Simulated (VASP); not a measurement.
# N2 in VASP: relaxation of the atoms with LDA

Aim: the relaxation of the atoms of N2 with LDA.

Program: VASP 6.6.1. These are calculated values, not measurements. Logs are shortened: lines on timing, memory, paths and dates and some standing lists are left out, and cuts for length are marked.

### Step 1. Starting point

The cell holds a molecule_in_box, 2 atoms: a = 14.000 Å, b = 14.500 Å, c = 15.000 Å, α = 90.00°, β = 90.00°, γ = 90.00°.

### Step 2. Relaxation of the atoms, LDA

Contents of INCAR:

```
PREC     = Accurate       # precision mode
ENCUT    = 450            # plane-wave cutoff, eV
EDIFF    = 1E-6           # SCF threshold, eV
ISMEAR   = 0              # smearing method
SIGMA    = 0.005          # smearing width, eV
LREAL    = False          # projectors in reciprocal space
LASPH    = True           # aspherical terms in the spheres
NELM     = 200            # most SCF steps
ALGO     = Normal         # electronic algorithm
ISIF     = 2              # what is computed and relaxed
LWAVE    = False          # write WAVECAR
LCHARG   = False          # write CHGCAR
GGA      = CA             # functional
IBRION   = 2              # ionic algorithm
NSW      = 80             # ionic steps
EDIFFG   = -0.01          # ionic threshold
ISYM     = 0
```

Contents of KPOINTS:

```
Automatic mesh
0
Gamma
  1 1 1
```

Contents of POSCAR:

```
N
1.0
   14.0000000000      0.0000000000      0.0000000000
    0.0000000000     14.5000000000      0.0000000000
    0.0000000000      0.0000000000     15.0000000000
N
2
Direct
    0.5019266500      0.4989812700      0.4645155800
    0.4980733500      0.5010187300      0.5354844200
```

Potentials or basis: VASP PAW LDA potentials, release 64 (N).

Started as:

```bash
cat potpaw_LDA.64/N/POTCAR > POTCAR
mpirun -np 2 vasp_gam > vasp.out
```

OUTCAR:

```text
PREC = Accurate
   ENCUT = 450
   EDIFF = 1E-6
   ISMEAR = 0
   LREAL = False
   LASPH = True
   NELM = 200
   ISIF = 2
   GGA = CA
   IBRION = 2
   NSW = 80
   EDIFFG = -0.01
   ISYM = 0

 ion  position               nearest neighbor table
   1  0.502  0.499  0.465-   2 1.07
   2  0.498  0.501  0.535-   1 1.07

IMPORTANT INFORMATION: All symmetrisations will be switched off!
NOSYMM: (Re-)initialisation of all symmetry stuff for point group C_1.

----------------------------------------------------------------------------------------

                                     Primitive cell

  volume of cell :    3045.0000

  direct lattice vectors                    reciprocal lattice vectors
    14.000000000  0.000000000  0.000000000     0.071428571  0.000000000  0.000000000
     0.000000000 14.500000000  0.000000000     0.000000000  0.068965517  0.000000000
     0.000000000  0.000000000 15.000000000     0.000000000  0.000000000  0.066666667

  length of vectors
    14.000000000 14.500000000 15.000000000     0.071428571  0.068965517  0.066666667

  position of ions in fractional coordinates (direct lattice)
     0.501926650  0.498981270  0.464515580
     0.498073350  0.501018730  0.535484420

  ion indices of the primitive-cell ions
   primitive index   ion index
                 1           1
                 2           2

----------------------------------------------------------------------------------------

 KPOINTS: Automatic mesh

Automatic generation of k-mesh.
 Grid dimensions read from file:
 generate k-points for:    1    1    1

 Generating k-lattice:

  Cartesian coordinates                     Fractional coordinates (reciprocal lattice)
     0.071428571  0.000000000  0.000000000     1.000000000  0.000000000  0.000000000
     0.000000000  0.068965517  0.000000000     0.000000000  1.000000000  0.000000000
     0.000000000  0.000000000  0.066666667     0.000000000  0.000000000  1.000000000

  Length of vectors
     0.071428571  0.068965517  0.066666667

  Shift w.r.t. Gamma in fractional coordinates (k-lattice)
     0.000000000  0.000000000  0.000000000

 Subroutine IBZKPT returns following result:
 ===========================================

 Found      1 irreducible k-points:

 Following reciprocal coordinates:
            Coordinates               Weight
  0.000000  0.000000  0.000000      1.000000
   k-points           NKPTS =      1   k-points in BZ     NKDIM =      1   number of bands    NBANDS=     10
   number of dos      NEDOS =    301   number of ions     NIONS =      2
   total plane-waves  NPLWV = ******
   dimension x,y,z NGX =    98 NGY =  100 NGZ =  108
   dimension x,y,z NGXF=   196 NGYF=  200 NGZF=  216
   ions per type =               2
   NGX,Y,Z   is equivalent  to a cutoff of  11.64, 11.47, 11.97 a.u.
   NGXF,Y,Z  is equivalent  to a cutoff of  23.27, 22.93, 23.94 a.u.
 SYSTEM =  unknown system
   PREC   = accura    normal or accurate (medium, high low for compatibility)
   ISTART =      0    job   : 0-new  1-cont  2-samecut
   ICHARG =      2    charge: 1-file 2-atom 10-const
   ISPIN  =      1    spin polarized calculation?
   LNONCOLLINEAR =      F non collinear calculations
   LSORBIT =      F    spin-orbit coupling
   LASPH  =      T    aspherical Exc in radial PAW
   ENCUT  =  450.0 eV  33.07 Ry    5.75 a.u.  24.22 25.08 25.95*2*pi/ulx,y,z
   NELM   =    200;   NELMIN=  2; NELMDL= -5     # of ELM steps
   EDIFF  = 0.1E-05   stopping-criterion for ELM
   LREAL  =      F    real-space projection
   EDIFFG = -.1E-01   stopping-criterion for IOM
   NSW    =     80    number of steps for IOM
   IBRION =      2    ionic relax: 0-MD 1-quasi-New 2-CG
   NFREE  =      1    steps in history (QN), initial steepest desc. (CG)
   ISIF   =      2    stress and relaxation
   ISYM   =      0    0-nonsym 1-usesym 2-fastsym
   POTIM  = 0.5000    time-step for ionic-motion
   TEBEG  =    0.0;   TEEND  =   0.0 temperature during run
   PSTRESS=    0.0 pullay stress
   NELECT =      10.0000    total number of electrons
   NUPDOWN=      -1.0000    fix difference up-down
   EMIN   =  10.00;   EMAX   =-10.00  energy-range for DOS
   EFERMI =   0.00;   METHOD = LEGACY
   ISMEAR =     0;   SIGMA  =   0.01  broadening in eV -4-tet -1-fermi 0-gaus
   EFERMI_NEDOS =   21; number of points for ismear=-14 and -15
   IALGO  =     38    algorithm
   IMIX   =      4    mixing-type and parameters
     AMIX     =   0.40;   BMIX     =  1.00
     AMIX_MAG =   1.60;   BMIX_MAG =  1.00
  volume/ion in A,a.u.               =    1522.50     10274.34
  Fermi-wavevector in a.u.,A,eV,Ry     =   0.243339  0.459845  0.805656  0.059214
  Thomas-Fermi vector in A             =   1.051865
   LORBIT       =      0    0 simple, 1 ext, 2 COOP (PROOUT), +10 PAW based schemes
   GGA     = CA    functional components
   LHFCALC =     F    Hartree Fock is set to
   AEXX    =    0.0000 exact exchange contribution
   IVDW    =     0    specifies the selected vdW correction
   LEPSILON=     F    determine dielectric tensor
   LRPA    =     F    only Hartree local field effects (RPA)
 conjugate gradient relaxation of ions
 non-spin polarized calculation
 Gauss-broadening in eV      SIGMA  =   0.01
  energy-cutoff  :      450.00
  volume of cell :     3045.00
 maximum number of plane-waves:     33027
 NGX is ok and might be reduce to    98
   NGX = 49   NGY = 51   NGZ = 51

--------------------------------------- Ionic step        1  -------------------------------------------

 number of electron      10.0000003 magnetization

 Free energy of the ion-electron system (eV)
  ---------------------------------------------------
  ext. energy  EPLUGINS =         0.00000000
  ---------------------------------------------------
  free energy    TOTEN  =       -17.37551820 eV

  energy without entropy =      -17.37551820  energy(sigma->0) =      -17.37551820

------------------------ aborting loop because EDIFF is reached ----------------------------------------

  FORCE on cell =-STRESS in cart. coord.  units (eV):
  Direction    XX          YY          ZZ          XY          YZ          ZX
  --------------------------------------------------------------------------------------
  -------------------------------------------------------------------------------------
  Total       -0.2735831     -0.2927017      6.6575097     -0.0098099      0.1928984     -0.3523073
  in kB       -0.1439503     -0.1540099      3.5029593     -0.0051616      0.1014967     -0.1853723
  external PRESSURE =       1.0683331 kB  Pullay stress =       0.0000000 kB
[... 21 lines left out ...]
  energy  without entropy=      -17.3755182015  energy(sigma->0) =      -17.37551820

--------------------------------------- Ionic step        2  -------------------------------------------

 number of electron       9.9999999 magnetization

 E-fermi :  -8.8336     XC(G=0):  -0.2555

 val. band max:       -8.8757149158   @ k =   0.0000   0.0000   0.0000
 cond. band min:      -6.1306692926   @ k =   0.0000   0.0000   0.0000
 fundamental gap:      2.7450456232
 Fermi energy:        -8.8335779147

 k-point     1 :       0.0000    0.0000    0.0000
  band No.  band energies     occupation
      1     -21.4901      2.00000
      2     -16.6989      2.00000
      3      -9.6864      2.00000
      4      -8.8758      2.00000
      5      -8.8757      2.00000
      6      -6.1307      0.00000
      7      -6.1306      0.00000
      8      -2.0432      0.00000
      9      -0.1916      0.00000
     10       0.4101      0.00000
[... 247 lines left out ...]
  energy  without entropy=      -17.4856741375  energy(sigma->0) =      -17.48567414

--------------------------------------- Ionic step        9  -------------------------------------------

 number of electron       9.9999997 magnetization

 Free energy of the ion-electron system (eV)
  ---------------------------------------------------
  ext. energy  EPLUGINS =         0.00000000
  ---------------------------------------------------
  free energy    TOTEN  =       -17.48957305 eV

  energy without entropy =      -17.48957305  energy(sigma->0) =      -17.48957305

 E-fermi : -10.2452     XC(G=0):  -0.2029

 val. band max:      -10.3233687769   @ k =   0.0000   0.0000   0.0000
 cond. band min:      -2.2371956699   @ k =   0.0000   0.0000   0.0000
 fundamental gap:      8.0861731070
 Fermi energy:       -10.2451752361

 k-point     1 :       0.0000    0.0000    0.0000
  band No.  band energies     occupation
      1     -28.3255      2.00000
      2     -13.3825      2.00000
      3     -11.8399      2.00000
      4     -11.8398      2.00000
      5     -10.3234      2.00000
      6      -2.2372      0.00000
      7      -2.2371      0.00000
      8      -0.0979      0.00000
      9       0.4867      0.00000
     10       0.5760      0.00000
[... 27 lines left out ...]
  FREE ENERGIE OF THE ION-ELECTRON SYSTEM (eV)
  ---------------------------------------------------
  free  energy   TOTEN  =       -17.4895730479 eV

  energy  without entropy=      -17.4895730479  energy(sigma->0) =      -17.48957305

 reached required accuracy - stopping structural energy minimisation
```

It took 1.8 min on 2 MPI ranks of AMD EPYC 9R45 (Zen 5), shared host; peak memory 0.71 GiB.

What came out:

| Quantity | Value |
| --- | --- |
| Free energy | -17.4896 eV |
| Energy gained by relaxing | 57.0 meV/atom |
| Ionic steps | 9 |
| Gap between the frontier levels | 8.09 eV |

Step by step:
```tsv
step	energy change (eV)	largest force (eV/Å)	pressure (GPa)
1	0.0000	6.5017	0.11
2	7.6393	13.1199	-0.40
3	1.3652	13.9402	-0.32
4	-0.0530	4.0078	-0.09
5	-0.1128	0.6184	-0.03
6	-0.1141	0.0143	-0.01
7	-0.1140	0.0985	-0.02
8	-0.1102	1.1124	0.01
9	-0.1141	0.0006	-0.01
```

Final structure:
```cif
data_structure
_symmetry_space_group_name_H-M 'P 1'
_symmetry_Int_Tables_number 1
_cell_length_a 14.0000
_cell_length_b 14.5000
_cell_length_c 15.0000
_cell_angle_alpha 90.000
_cell_angle_beta 90.000
_cell_angle_gamma 90.000
_cell_volume 3045.00
loop_
_atom_site_label
_atom_site_type_symbol
_atom_site_fract_x
_atom_site_fract_y
_atom_site_fract_z
_atom_site_occupancy
N1 N 0.50199 0.49895 0.46329 1
N2 N 0.49801 0.50105 0.53671 1
```

Caveat: the cutoff is under 1.25 times the usual one of these potentials, so pressure, stress and relaxed cells hold a basis-set (Pulay) error; the standard files for N, O and F lose accuracy on very short bonds.
